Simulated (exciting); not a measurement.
Set up this calculation in exciting (release sodium), as the native input.

| Quantity | Value |
| --- | --- |
| Task | band structure |
| Functional | PBE |
| Potentials or basis | all-electron LAPW+lo, shipped species files, valence relativity iora* |
| rgkmax | 7.5 |
| k mesh | 7 × 7 × 7 |
| Occupations | fermi-dirac, width 0.05 eV |
| Spin | spin-orbit coupling, no magnetisation |
| outputlevel | normal |
| gmaxvr (cutoff of density and potential) | 14 1/bohr |
| lmaxapw (and lmaxmat) | 10 |
| lmaxvr | 8 |
| nempty | 24 |
| Valence relativity | iora* |
| epsengy | 1e-05 Ha |
| epspot | 1e-05 Ha |
| maxscl | 60 |
| Muffin-tin radii | Zr 2.3, C 1.45 bohr |

The system is ZrC.

```
Zr C
1.0
     0.00000    2.36500    2.36500
     2.36500    0.00000    2.36500
     2.36500    2.36500    0.00000
Zr C
1 1
Cartesian
  2.3650 2.3650 2.3650
  0.0000 0.0000 0.0000
```

The input as run:

input.xml

```xml
<input>
  <title>ZrC</title>
  <structure speciespath="./" tshift="false">
    <crystal scale="1">
      <basevect>0.000000000000 4.469202284740 4.469202284740</basevect>
      <basevect>4.469202284740 0.000000000000 4.469202284740</basevect>
      <basevect>4.469202284740 4.469202284740 0.000000000000</basevect>
    </crystal>
    <species speciesfile="Zr.xml" rmt="2.3">
      <atom coord="0.500000000000 0.500000000000 0.500000000000"/>
    </species>
    <species speciesfile="C.xml" rmt="1.45">
      <atom coord="0.000000000000 0.000000000000 0.000000000000"/>
    </species>
  </structure>
  <groundstate do="fromscratch" ngridk="7 7 7" rgkmax="7.5" gmaxvr="14" lmaxapw="10" lmaxmat="10" lmaxvr="8" xctype="GGA_PBE" stype="Fermi Dirac" swidth="0.00183747" nempty="24" ValenceRelativity="iora*" epsengy="1e-05" epspot="1e-05" maxscl="60" outputlevel="normal">
    <spin spinorb="true"/>
  </groundstate>
  <properties>
    <bandstructure>
      <plot1d>
        <path steps="80">
          <point coord="0 0 0" label="G"/>
          <point coord="0.5 0 0.5" label="X"/>
          <point coord="0.5 0.25 0.75" label="W"/>
          <point coord="0.375 0.375 0.75" label="K"/>
          <point coord="0 0 0" label="G"/>
          <point coord="0.5 0.5 0.5" label="L"/>
          <point coord="0.625 0.25 0.625" label="U"/>
          <point coord="0.5 0.25 0.75" label="W"/>
          <point coord="0.5 0.5 0.5" label="L"/>
          <point coord="0.375 0.375 0.75" label="K" breakafter="true"/>
          <point coord="0.625 0.25 0.625" label="U"/>
          <point coord="0.5 0 0.5" label="X"/>
        </path>
      </plot1d>
    </bandstructure>
    <dos nwdos="300" winddos="-0.6 0.5" inttype="tetra" ngrdos="100" nsmdos="2"/>
    <chargedensityplot>
      <plot3d>
        <box grid="17 17 17">
          <origin coord="0 0 0"/>
          <point coord="1 0 0"/>
          <point coord="0 1 0"/>
          <point coord="0 0 1"/>
        </box>
      </plot3d>
    </chargedensityplot>
    <elfplot>
      <plot3d>
        <box grid="17 17 17">
          <origin coord="0 0 0"/>
          <point coord="1 0 0"/>
          <point coord="0 1 0"/>
          <point coord="0 0 1"/>
        </box>
      </plot3d>
    </elfplot>
    <exccplot>
      <plot3d>
        <box grid="17 17 17">
          <origin coord="0 0 0"/>
          <point coord="1 0 0"/>
          <point coord="0 1 0"/>
          <point coord="0 0 1"/>
        </box>
      </plot3d>
    </exccplot>
  </properties>
</input>
```

Potentials or basis: all-electron LAPW+lo, shipped species files, valence relativity iora*.

Command:

```console
$ OMP_NUM_THREADS=1 exciting_smp
```

It gave:

```
Band gap on the k mesh                            : none (metal or under the smearing width)
All electrons inside the program's atomic spheres : Zr 37.24; C 4.20 (radii Zr 2.3, C 1.45 bohr)
```

Caveat: total energies with spin-orbit coupling aren't reliable in this program, so none is listed and the log's shouldn't be used.

Run time: 3.4 min on 1 thread of Arm Neoverse V2 (shared host), peak memory 0.18 GiB.
